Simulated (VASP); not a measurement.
# BN: convergence with the precision settings and SCF threshold, part 2 of 3

How sensitive are energy, pressure and forces of BN to the precision settings and SCF threshold? The atoms are off their equilibrium sites, so that forces can be compared too. The series runs use PBE. The atoms of the start are displaced at random from the sites of a P6_3mc cell.

VASP 6.6.1; PBE; plane waves and PAW (B, N).

So far. Step 5 (Precision settings: PREC = Single): Against the first of the series the energy moves by +0.23 meV an atom and the pressure by -0.06 GPa, after 13 cycles in 13 s. Step 6 (Precision settings: PREC = Accurate): Against the first of the series the energy moves by +0.27 meV an atom and the pressure by -0.06 GPa, after 13 cycles in 11 s.

The database entry behind the starting cell has ideal inner coordinates that were not refined, so it need not match the best structure at ambient conditions.

**7. Precision settings: LREAL = Auto**

Input file INCAR:

```
SYSTEM = BN
PREC = Accurate
ENCUT = 520
EDIFF = 1E-06
NELM = 100
ISMEAR = -1
SIGMA = 0.05
LREAL = Auto
ALGO = Normal
GGA = PE
NBANDS = 14
LORBIT = 11
LWAVE = .FALSE.
LCHARG = .FALSE.
KPAR = 4
ISIF = 2
```

Input file POSCAR:

```
BN
1.0
    2.5360000000      0.0000000000      0.0000000000
   -1.2680000000      2.1962404240      0.0000000000
    0.0000000000      0.0000000000      4.1990000000
B N
2 2
Direct
    0.6481860000      0.3371780000     -0.0035200000
    0.3373760000      0.6502600000      0.4951990000
    0.6605740000      0.3230120000      0.3578320000
    0.3072110000      0.6597580000      0.8874060000
```

Input file KPOINTS:

```
Automatic mesh
0
Gamma
10 10 5
0 0 0
```

PAW data sets: B and N (PBE family, release 64).

Run with:

```console
mpirun -np 4 vasp_std
```

Log:

```text
[banner, memory and clock lines left out]
running    4 mpi-ranks, on    1 nodes
[...]
|                                                                             |
|               ----> ADVICE to this user running VASP <----                  |
|                                                                             |
|     You have a (more or less) 'small supercell' and for smaller cells       |
|     it is recommended to use the reciprocal-space projection scheme!        |
|     The real-space optimization is not efficient for small cells and it     |
|     is also less accurate ...                                               |
|     Therefore, set LREAL=.FALSE. in the INCAR file.                         |
|                                                                             |

 LDA part: xc-table for (Slater+PW92), standard interpolation
 POSCAR, INCAR and KPOINTS ok, starting setup
[...]
entering main loop
       N       E                     dE             d eps       ncg     rms          rms(c)
DAV:   1     0.439337110491E+02    0.43934E+02   -0.85922E+03  7064   0.111E+03
DAV:   2    -0.340688519872E+02   -0.78003E+02   -0.72991E+02  9508   0.251E+02
DAV:   3    -0.365968850365E+02   -0.25280E+01   -0.25198E+01  9750   0.434E+01
DAV:   4    -0.366071128683E+02   -0.10228E-01   -0.10227E-01  7548   0.301E+00
[...]
DAV:  11    -0.345688025318E+02   -0.51378E-05   -0.34832E-05  9408   0.574E-02    0.116E-02
DAV:  12    -0.345688078428E+02   -0.53110E-05   -0.52447E-06  8028   0.232E-02    0.717E-03
DAV:  13    -0.345688086412E+02   -0.79833E-06   -0.51619E-07  6690   0.712E-03
   1 F= -.34568809E+02 E0= -.34568809E+02  d E =-.781596E-10
```

Run time: 24 s. Hardware: 4 MPI ranks of Intel Xeon 6975P-C (Granite Rapids), shared host; peak memory 0.64 GiB.

From OUTCAR (step 7):

```text
  Total        1.5770565      1.3693339      1.6768878      0.1197699     -0.0414587     -0.1024750
  in kB      108.0395640     93.8090934    114.8787189      8.2050853     -2.8402158     -7.0202631
  external PRESSURE =     105.5757921 kB  Pullay stress =       0.0000000 kB

 POSITION                                       TOTAL-FORCE (eV/Angst)
 -----------------------------------------------------------------------------------
      1.21626      0.74052      4.18422         0.081964     -0.710454      0.327265
      0.03106      1.42813      2.07934        -1.099058      0.389535     -0.175809
      1.26564      0.70941      1.50254         0.395789     -0.138174      3.148679
     -0.05749      1.44899      3.72622         0.621305      0.459094     -3.300135
 -----------------------------------------------------------------------------------
    total drift:                               -0.000200     -0.000020      0.002616

  FREE ENERGIE OF THE ION-ELECTRON SYSTEM (eV)
  ---------------------------------------------------
  free  energy   TOTEN  =       -34.5688086412 eV

  energy  without entropy=      -34.5688086411  energy(sigma->0) =      -34.56880864

[... 2 parts as in an earlier step ...]

[... 1 further part left out ...]
[key lines of the parts left out:]
E-fermi :   8.8073
```

Against PREC = Accurate, on which this run builds, the energy moves by -0.28 meV an atom and the pressure by -0.01 GPa, after 13 cycles in 24 s.

**8. Precision settings: ADDGRID on**

Edit INCAR of step 7 so:

```diff
@@ -7,3 +7,3 @@
 SIGMA = 0.05
-LREAL = Auto
+LREAL = .FALSE.
 ALGO = Normal
@@ -16 +16,2 @@
 ISIF = 2
+ADDGRID = .TRUE.
```

POSCAR is that of step 7.

KPOINTS is that of step 7.

Run with:

```console
mpirun -np 4 vasp_std
```

Log:

```text
[... set-up lines as in an earlier step ...]
 entering main loop
       N       E                     dE             d eps       ncg     rms          rms(c)
DAV:   1     0.439346148730E+02    0.43935E+02   -0.85922E+03  7064   0.111E+03
DAV:   2    -0.340677576464E+02   -0.78002E+02   -0.72991E+02  9508   0.251E+02
DAV:   3    -0.365957794114E+02   -0.25280E+01   -0.25198E+01  9750   0.434E+01
DAV:   4    -0.366060070923E+02   -0.10228E-01   -0.10227E-01  7548   0.301E+00
[...]
DAV:  11    -0.345677001488E+02   -0.51383E-05   -0.34830E-05  9408   0.574E-02    0.116E-02
DAV:  12    -0.345677054601E+02   -0.53113E-05   -0.52447E-06  8028   0.232E-02    0.717E-03
DAV:  13    -0.345677062584E+02   -0.79826E-06   -0.51621E-07  6690   0.712E-03
   1 F= -.34567706E+02 E0= -.34567706E+02  d E =-.780918E-10
```

Elapsed: 11 s, on 4 MPI ranks; peak memory 0.8 GiB.

OUTCAR, selected parts (step 8):

```text
  Total        1.5780544      1.3706276      1.6811550      0.1204686     -0.0415687     -0.1020857
  in kB      108.1079266     93.8977220    115.1710522      8.2529509     -2.8477492     -6.9935964
  external PRESSURE =     105.7255669 kB  Pullay stress =       0.0000000 kB

 POSITION                                       TOTAL-FORCE (eV/Angst)
 -----------------------------------------------------------------------------------
      1.21626      0.74052      4.18422         0.081798     -0.710575      0.325970
      0.03106      1.42813      2.07934        -1.098659      0.389344     -0.176398
      1.26564      0.70941      1.50254         0.395687     -0.137714      3.149420
     -0.05749      1.44899      3.72622         0.621174      0.458945     -3.298992
 -----------------------------------------------------------------------------------
    total drift:                               -0.000064      0.000054     -0.000171

  FREE ENERGIE OF THE ION-ELECTRON SYSTEM (eV)
  ---------------------------------------------------
  free  energy   TOTEN  =       -34.5677062584 eV

  energy  without entropy=      -34.5677062583  energy(sigma->0) =      -34.56770626

[... 2 parts as in an earlier step ...]

[... 1 further part left out ...]
[key lines of the parts left out:]
E-fermi :   8.8074
```

Against PREC = Accurate, on which this run builds, the energy stays within 0.01 meV an atom and the pressure within 0.01 GPa, after 13 cycles in 11 s.

**9. Precision settings: LASPH on**

Edit INCAR of step 8 so:

```diff
@@ -16,2 +16,2 @@
 ISIF = 2
-ADDGRID = .TRUE.
+LASPH = .TRUE.
```

POSCAR is that of step 8.

KPOINTS is that of step 8.

Run with:

```console
mpirun -np 4 vasp_std
```

Log:

```text
[... set-up lines as in an earlier step ...]
 entering main loop
       N       E                     dE             d eps       ncg     rms          rms(c)
[... 5 cycles as in an earlier step ...]
DAV:   6    -0.347436991843E+02    0.18624E+01   -0.35726E+00  9330   0.160E+01    0.461E+00
DAV:   7    -0.345998367490E+02    0.14386E+00   -0.29974E-01  8418   0.481E+00    0.280E+00
DAV:   8    -0.345686389621E+02    0.31198E-01   -0.65072E-02  8256   0.222E+00    0.249E-01
DAV:   9    -0.345679090165E+02    0.72995E-03   -0.21065E-03  9648   0.508E-01    0.138E-01
DAV:  10    -0.345681464148E+02   -0.23740E-03   -0.46649E-04  8196   0.191E-01    0.293E-02
DAV:  11    -0.345681513546E+02   -0.49398E-05   -0.34554E-05  9396   0.571E-02    0.116E-02
DAV:  12    -0.345681566858E+02   -0.53312E-05   -0.52584E-06  8010   0.231E-02    0.718E-03
DAV:  13    -0.345681574815E+02   -0.79578E-06   -0.51424E-07  6738   0.712E-03
   1 F= -.34568157E+02 E0= -.34568157E+02  d E =-.774381E-10
```

It took 15 s on 4 MPI ranks; peak memory 0.71 GiB; 56 s of CPU time.

Parts of OUTCAR (step 9):

```text
  Total        1.5718910      1.3708974      1.6844679      0.1223913     -0.0411064     -0.1002174
  in kB      107.6856894     93.9162019    115.3980101      8.3846719     -2.8160789     -6.8656029
  external PRESSURE =     105.6666338 kB  Pullay stress =       0.0000000 kB

 POSITION                                       TOTAL-FORCE (eV/Angst)
 -----------------------------------------------------------------------------------
      1.21626      0.74052      4.18422         0.082156     -0.707619      0.325937
      0.03106      1.42813      2.07934        -1.094602      0.387475     -0.178685
      1.26564      0.70941      1.50254         0.392170     -0.136190      3.146481
     -0.05749      1.44899      3.72622         0.620275      0.456334     -3.293734
 -----------------------------------------------------------------------------------
    total drift:                                0.000012      0.000127     -0.000435

  FREE ENERGIE OF THE ION-ELECTRON SYSTEM (eV)
  ---------------------------------------------------
  free  energy   TOTEN  =       -34.5681574815 eV

  energy  without entropy=      -34.5681574815  energy(sigma->0) =      -34.56815748

[... 2 parts as in an earlier step ...]

[... 1 further part left out ...]
[key lines of the parts left out:]
E-fermi :   8.8073
```

Against PREC = Accurate, on which this run builds, the energy moves by -0.11 meV an atom and the pressure by -0.01 GPa, after 13 cycles in 15 s.

**10. The precision settings series as a table**

This step: convergence of PBE results with the precision; plane waves and PAW (VASP 6.6.1).

This step runs nothing: it gathers the runs above.

Differences are taken from the run with PREC = Normal. Results of the series, by row:

| setting | status | energy less the reference (meV/atom) | pressure (GPa) | largest force difference (meV/Å) | gap (eV) | SCF cycles | wall time (s) |
| --- | --- | --- | --- | --- | --- | --- | --- |
| PREC = Low | converged | -0.2109 | 10.63 | 1.321 | 5.11 | 13 | 8.2 |
| PREC = Medium | converged | -0.05022 | 10.6 | 0.531 | 5.11 | 13 | 8.4 |
| PREC = Normal | converged | 0 | 10.6 | 0 | 5.11 | 13 | 6.4 |
| PREC = Single | converged | 0.01442 | 10.57 | 1.704 | 5.11 | 13 | 12.6 |
| PREC = Accurate | converged | 0.06073 | 10.57 | 0.467 | 5.11 | 13 | 11.2 |
| LREAL = Auto | converged | -0.215 | 10.56 | 1.685 | 5.11 | 13 | 24 |
| ADDGRID = .TRUE. | converged | 0.06063 | 10.57 | 0.395 | 5.11 | 13 | 11 |
| LASPH = .TRUE. | converged | -0.05217 | 10.57 | 5.475 | 5.11 | 13 | 15 |

**11. SCF threshold: EDIFF = 0.01**

This step: PBE; plane waves and PAW (B, N) (VASP 6.6.1).

EDIFF stops the electronic loop; forces need it tighter than energies do.

Edit INCAR of step 9 so:

```diff
@@ -3,3 +3,3 @@
 ENCUT = 520
-EDIFF = 1E-06
+EDIFF = 0.01
 NELM = 100
@@ -16,2 +16 @@
 ISIF = 2
-LASPH = .TRUE.
```

POSCAR is that of step 9.

KPOINTS is that of step 9.

Run with:

```console
mpirun -np 4 vasp_std
```

Log:

```text
[... set-up lines as in an earlier step ...]
 entering main loop
       N       E                     dE             d eps       ncg     rms          rms(c)
[... 4 cycles as in an earlier step ...]
DAV:   5    -0.366060743795E+02   -0.68026E-04   -0.67990E-04  7098   0.232E-01    0.967E+00
DAV:   6    -0.347434836483E+02    0.18626E+01   -0.35662E+00  9330   0.160E+01    0.461E+00
DAV:   7    -0.345994054146E+02    0.14408E+00   -0.30016E-01  8406   0.481E+00    0.280E+00
DAV:   8    -0.345681851131E+02    0.31220E-01   -0.64980E-02  8256   0.222E+00    0.249E-01
DAV:   9    -0.345674443671E+02    0.74075E-03   -0.19806E-03  3930   0.509E-01
   1 F= -.34567444E+02 E0= -.34567444E+02  d E =-.786131E-10
```

Elapsed: 11 s, on 4 MPI ranks; peak memory 0.71 GiB.

OUTCAR, selected parts (step 11):

```text
   NELECT =      16.0000    total number of electrons

 E-fermi :   8.8087

 k-point     1 :       0.0000    0.0000    0.0000
  band No.  band energies     occupation
    ...
      4       5.3144      2.00000
      5       5.6402      2.00000
      6       7.4426      2.00000
      7       7.5379      2.00000
      8       7.9229      2.00000
      9      15.8316      0.00000
     10      15.9572      0.00000
     11      16.2882      0.00000
     12      17.5388      0.00000
     13      18.5563      0.00000
    ...

  Total        1.5760131      1.3550688      1.6588446      0.1156474     -0.0427881     -0.1049844
  in kB      107.9680833     92.8318345    113.6426305      7.9226662     -2.9312907     -7.1921784
  external PRESSURE =     104.8141828 kB  Pullay stress =       0.0000000 kB

 POSITION                                       TOTAL-FORCE (eV/Angst)
 -----------------------------------------------------------------------------------
      1.21626      0.74052      4.18422         0.079838     -0.711927      0.324910
      0.03106      1.42813      2.07934        -1.100228      0.388640     -0.168077
      1.26564      0.70941      1.50254         0.399589     -0.141861      3.152526
     -0.05749      1.44899      3.72622         0.620802      0.465148     -3.309360
 -----------------------------------------------------------------------------------
    total drift:                                0.005240      0.003759     -0.011413

  FREE ENERGIE OF THE ION-ELECTRON SYSTEM (eV)
  ---------------------------------------------------
  free  energy   TOTEN  =       -34.5674443671 eV

  energy  without entropy=      -34.5674443671  energy(sigma->0) =      -34.56744437

[... 7 parts as in an earlier step ...]

[... 10 further parts left out ...]
```

This step gave:

```yaml
scf_cycles: 9
fermi_energy: 8.809 eV
pressure: 10.48 GPa
gap_on_the_k_mesh: 5.094 eV
```

The series starts at -8.6419 eV an atom and 10.48 GPa, after 9 cycles in 11 s.

**12. SCF threshold: EDIFF = 0.001**

Edit INCAR of step 11 so:

```diff
@@ -3,3 +3,3 @@
 ENCUT = 520
-EDIFF = 0.01
+EDIFF = 0.001
 NELM = 100
```

POSCAR is that of step 11.

KPOINTS is that of step 11.

Run with:

```console
mpirun -np 4 vasp_std
```

Log:

```text
[... set-up lines as in an earlier step ...]
 entering main loop
       N       E                     dE             d eps       ncg     rms          rms(c)
[... 4 cycles as in an earlier step ...]
DAV:   5    -0.366060785261E+02   -0.72173E-04   -0.72148E-04  7940   0.232E-01    0.967E+00
DAV:   6    -0.347434714374E+02    0.18626E+01   -0.35678E+00  9330   0.160E+01    0.461E+00
DAV:   7    -0.345994120317E+02    0.14406E+00   -0.30010E-01  8418   0.481E+00    0.280E+00
DAV:   8    -0.345681851896E+02    0.31227E-01   -0.64996E-02  8244   0.222E+00    0.249E-01
DAV:   9    -0.345674528997E+02    0.73229E-03   -0.20657E-03  8810   0.509E-01
   1 F= -.34567453E+02 E0= -.34567453E+02  d E =-.790982E-10
```

The job ended after 11 s (4 MPI ranks; peak memory 0.69 GiB; 40 s of CPU time).

OUTCAR, selected parts (step 12):

```text
  Total        1.5651916      1.3446828      1.6464245      0.1157715     -0.0426697     -0.1047798
  in kB      107.2267337     92.1203160    112.7917634      7.9311686     -2.9231773     -7.1781594
  external PRESSURE =     104.0462710 kB  Pullay stress =       0.0000000 kB

 POSITION                                       TOTAL-FORCE (eV/Angst)
 -----------------------------------------------------------------------------------
      1.21626      0.74052      4.18422         0.080566     -0.711707      0.324468
      0.03106      1.42813      2.07934        -1.099543      0.388893     -0.169188
      1.26564      0.70941      1.50254         0.398159     -0.140346      3.153094
     -0.05749      1.44899      3.72622         0.620818      0.463159     -3.308374
 -----------------------------------------------------------------------------------
    total drift:                                0.002192      0.002950     -0.008637

  FREE ENERGIE OF THE ION-ELECTRON SYSTEM (eV)
  ---------------------------------------------------
  free  energy   TOTEN  =       -34.5674528997 eV

  energy  without entropy=      -34.5674528996  energy(sigma->0) =      -34.56745290

[... 2 parts as in an earlier step ...]

[... 1 further part left out ...]
[key lines of the parts left out:]
E-fermi :   8.8084
```

Against the run before the energy stays within 0.01 meV an atom; the pressure moves by -0.08 GPa, after 9 cycles in 11 s.

**13. SCF threshold: EDIFF = 1E-04**

Edit INCAR of step 12 so:

```diff
@@ -3,3 +3,3 @@
 ENCUT = 520
-EDIFF = 0.001
+EDIFF = 1E-04
 NELM = 100
```

POSCAR is that of step 12.

KPOINTS is that of step 12.

Run with:

```console
mpirun -np 4 vasp_std
```

Log:

```text
[... set-up lines as in an earlier step ...]
 entering main loop
       N       E                     dE             d eps       ncg     rms          rms(c)
[... 10 cycles as in an earlier step ...]
DAV:  11    -0.345676993611E+02   -0.47724E-05   -0.31170E-05  4800   0.574E-02
   1 F= -.34567699E+02 E0= -.34567699E+02  d E =-.779423E-10
```

Wall time 13 s (4 MPI ranks); peak memory 0.7 GiB; 48 s of CPU time.

From OUTCAR (step 13):

```text
  Total        1.5722391      1.3656098      1.6770108      0.1210785     -0.0416813     -0.1018700
  in kB      107.7095422     93.5539680    114.8871462      8.2947344     -2.8554628     -6.9788153
  external PRESSURE =     105.3835521 kB  Pullay stress =       0.0000000 kB

 POSITION                                       TOTAL-FORCE (eV/Angst)
 -----------------------------------------------------------------------------------
      1.21626      0.74052      4.18422         0.081800     -0.710504      0.325527
      0.03106      1.42813      2.07934        -1.098392      0.389408     -0.176941
      1.26564      0.70941      1.50254         0.395343     -0.137346      3.148763
     -0.05749      1.44899      3.72622         0.621248      0.458442     -3.297349
 -----------------------------------------------------------------------------------
    total drift:                               -0.000359     -0.000610      0.001931

  FREE ENERGIE OF THE ION-ELECTRON SYSTEM (eV)
  ---------------------------------------------------
  free  energy   TOTEN  =       -34.5676993611 eV

  energy  without entropy=      -34.5676993611  energy(sigma->0) =      -34.56769936

[... 2 parts as in an earlier step ...]

[... 1 further part left out ...]
[key lines of the parts left out:]
E-fermi :   8.8069
```

Against the run before the energy moves by -0.06 meV an atom and the pressure by +0.13 GPa, after 11 cycles in 13 s.

**14. SCF threshold: EDIFF = 1E-05**

Edit INCAR of step 13 so:

```diff
@@ -3,3 +3,3 @@
 ENCUT = 520
-EDIFF = 1E-04
+EDIFF = 1E-05
 NELM = 100
```

POSCAR is that of step 13.

KPOINTS is that of step 13.

Run with:

```console
mpirun -np 4 vasp_std
```

Log:

```text
[... set-up lines as in an earlier step ...]
 entering main loop
       N       E                     dE             d eps       ncg     rms          rms(c)
[... 10 cycles as in an earlier step ...]
DAV:  11    -0.345676997270E+02   -0.51383E-05   -0.34830E-05  9402   0.574E-02
   1 F= -.34567700E+02 E0= -.34567700E+02  d E =-.779423E-10
```

Wall time 12 s (4 MPI ranks); peak memory 0.71 GiB.

[end of part 2 of 3]

[Lines on the potential files, build, host, timing and source positions are cut from VASP's logs without a mark.]

[Logs are printed without paths, hosts, clocks, repeated set-up lines and the standing remarks that a program may print on its own settings, such as how far it seeks lower states.]

[Hosts, paths, dates, database ids (printed as entryN), source tags and the programs' standing remarks are cut or masked in the printed files.]

[A measured line is paired with the nearest computed mode of its activity, which favours agreement.]

[In band tables of VASP the shares of atoms and orbitals are scaled to a sum of 1 inside the atoms' spheres.]
